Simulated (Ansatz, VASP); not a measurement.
## ZrB2: VASP beside Ansatz

```xyz
3
Lattice="3.1716 0.0000 0.0000 -1.5858 2.7467 0.0000 0.0000 0.0000 3.5414" Properties=species:S:1:pos:R:3 pbc="T T T"
Zr    0.0000    0.0000    0.0000
B     0.0000    1.8311    1.7707
B     1.5858    0.9156    1.7707
```

Alike in both runs: functional PBE; k mesh 18 × 18 × 14; occupations fermi-dirac, width 0.1 eV; no spin polarisation.

Ansatz relaxed the structure, and its values are those at the end. VASP's run is a single point on that final structure, the one shown.

|  | VASP | Ansatz |
| --- | --- | --- |
| version | VASP 6.6.1 | Ansatz 0.2.0 |
| potentials or method | VASP PAW PBE potentials, release 64 (Zr_sv, B) | plane waves, PAW |
| plane-wave cutoff (eV) | 520 | 420 |
| valence electrons in the cell | 18 | 18 |

|  | VASP | Ansatz | Ansatz less VASP |
| --- | --- | --- | --- |
| pressure (GPa) | 0.1 | 0.0 | -0.14 |
